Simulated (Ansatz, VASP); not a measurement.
**SiC: VASP beside Ansatz**

```
CELL_PARAMETERS angstrom
0.00000 2.17833 2.17833
2.17833 0.00000 2.17833
2.17833 2.17833 0.00000
ATOMIC_POSITIONS crystal
Si 0.00000 0.00000 0.00000
C 0.75000 0.75000 0.75000
```

Alike in both runs: functional PBEsol; k mesh 12 × 12 × 12; occupations gaussian, width 0.02 eV; no spin polarisation.

Ansatz relaxed the structure, and its values are those at the end. VASP's run is a single point on that final structure, the one shown.

|  | VASP | Ansatz |
| --- | --- | --- |
| version | VASP 6.6.1 | Ansatz 0.2.0 |
| potentials or method | VASP PAW PBE potentials, release 64 (Si, C) | scalar-relativistic, plane waves, PAW |
| plane-wave cutoff (eV) | 520 | 420 |
| valence electrons in the cell | 8 | 8 |

```csv
,VASP,Ansatz,Ansatz less VASP
gap on the k mesh at the Fermi level (eV),1.23,1.24,+0.010
least direct gap on the mesh (eV),4.44,4.45,+0.009
pressure (GPa),0.4,0.0,-0.35
```

With one functional, cell and mesh, what is left measures potentials, basis and numerics.

Caveats: the PAW data sets were made with another functional, which shifts forces and pressure a little (VASP). PBEsol gaps usually lie below the measured ones, often by a third to a half. A k mesh can miss the band edges.
